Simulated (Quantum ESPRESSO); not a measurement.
Crystal: Cl.

```
CELL_PARAMETERS angstrom
3.14500 -2.25000 0.00000
3.14500 2.25000 0.00000
0.00000 0.00000 8.21000
ATOMIC_POSITIONS crystal
Cl 0.37000 0.63000 0.40000
Cl 0.13000 0.87000 0.90000
Cl 0.63000 0.37000 0.60000
Cl 0.87000 0.13000 0.10000
```

Base run:

| Quantity | Value |
| --- | --- |
| Program | Quantum ESPRESSO 7.5 |
| Functional | PBEsol |
| Potentials or basis | PseudoDojo 0.4.1 SR PBEsol standard |
| Cutoff | 789 eV |
| Density cutoff | 3157 eV |
| k mesh | 7 × 7 × 4 |
| Occupations | fermi-dirac, width 0.05 eV |
| Spin | no spin polarisation |

Its results: band gap on the k mesh 2.41 eV, indirect (least direct gap 2.46 eV); pressure -0.9 GPa; largest force 0.189 eV/Å.

Task: The run is repeated on the same cell with these changes: functional from PBEsol to PBE; potentials or basis from PseudoDojo 0.4.1 SR PBEsol standard to PseudoDojo 0.4.1 SR PBE standard. What comes out?

Result: Band gap on the k mesh 2.47 eV, indirect (least direct gap 2.53 eV); pressure 0.6 GPa; largest force 0.095 eV/Å.

Caveats: some levels on the path didn't converge (some runs).
